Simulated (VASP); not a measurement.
**Al: single point with PBEsol**

Crystal: Al.

```
Al
1.0
    -1.60700    1.60700    1.60700
     1.60700   -1.60700    1.60700
     1.60700    1.60700   -1.60700
Al
1
Direct
  0.00000 0.00000 0.00000
```

This isn't the form of Al at room conditions, which is fcc.

```
Program             : VASP 6.6.1
Task                : single point
Functional          : PBEsol
Potentials or basis : VASP PAW PBE potentials, release 64 (Al)
Cutoff              : 700 eV
k mesh              : 18 × 18 × 18
Occupations         : gaussian, width 0.1 eV
Spin                : no spin polarisation
```

```
Pressure               : 0.0 GPa
Band gap on the k mesh : none (metal or under the smearing width)
```

Levels at points of the mesh, in eV from the Fermi level:
| k point | band 1 | band 2 | band 3 | band 4 |
| --- | --- | --- | --- | --- |
| (0.00, 0.00, 0.00) | -11.09 | 13.20 | 13.20 | 13.20 |
| (0.50, 0.00, 0.00) | -4.31 | -3.86 | 8.10 | 8.23 |
| (0.50, 0.50, 0.50) | 1.85 | 1.85 | 1.85 | 2.97 |

Run time: 10 s on 1 thread of AMD EPYC 9R14 (Zen 4), with other jobs on the host, peak memory 0.12 GiB.

Caveat: the PAW data sets were made with another functional, which shifts forces and pressure a little.
